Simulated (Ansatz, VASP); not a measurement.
One calculation of In, two programs

INCAR

```
ALGO = Fast ; EDIFF = 1E-7
ENCUT = 520 ; GGA = CA
ISIF = 2 ; ISMEAR = 0
LASPH = T ; LCHARG = F
LREAL = F ; LWAVE = F
NBANDS = 12 ; NELM = 60
PREC = Accurate ; SIGMA = 0.15
```

KPOINTS

```
k-points
0
Gamma
  20 20 20
```

Contents of POSCAR:

```
In
1.0
   -2.1131695131      2.1131695131      1.4940108458
    2.1131695131     -2.1131695131      1.4940108458
    2.1131695131      2.1131695131     -1.4940108458
In
1
Direct
    0.0000000000      0.0000000000      0.0000000000
```

Input for Ansatz:

```yaml
crystal:
  lattice:
    - [-2.1131695131, 2.1131695131, 1.4940108458]
    - [2.1131695131, -2.1131695131, 1.4940108458]
    - [2.1131695131, 2.1131695131, -1.4940108458]
  atoms:
    - { symbol: In, position: [0.0, 0.0, 0.0] }
basis:
  ecutwfc: 420
kpoints:
  mp_grid: { grid: [20, 20, 20] }
hamiltonian:
  xc: lda
scf:
  occupations: { method: gaussian, width: 0.15 }
output:
  forces: true
  stress: true
  eigenvalues: true
```

Alike in both runs: task single point; functional LDA; k mesh 20 × 20 × 20; occupations gaussian, width 0.15 eV; no spin polarisation.

|  | VASP | Ansatz |
| --- | --- | --- |
| version | VASP 6.6.1 | Ansatz 0.2.0 |
| potentials or method | VASP PAW LDA potentials, release 64 (In_d) | scalar-relativistic, plane waves, PAW |
| plane-wave cutoff (eV) | 520 | 420 |
| valence electrons in the cell | 13 | 13 |

```csv
,VASP,Ansatz,Ansatz less VASP
gap on the k mesh at the Fermi level (eV),none,none,-
pressure (GPa),-1.9,-2.0,-0.05
largest component of the traceless stress (GPa),2.33,2.31,-0.019
```

A gap of «none» marks a metal or a gap that the smearing closes.
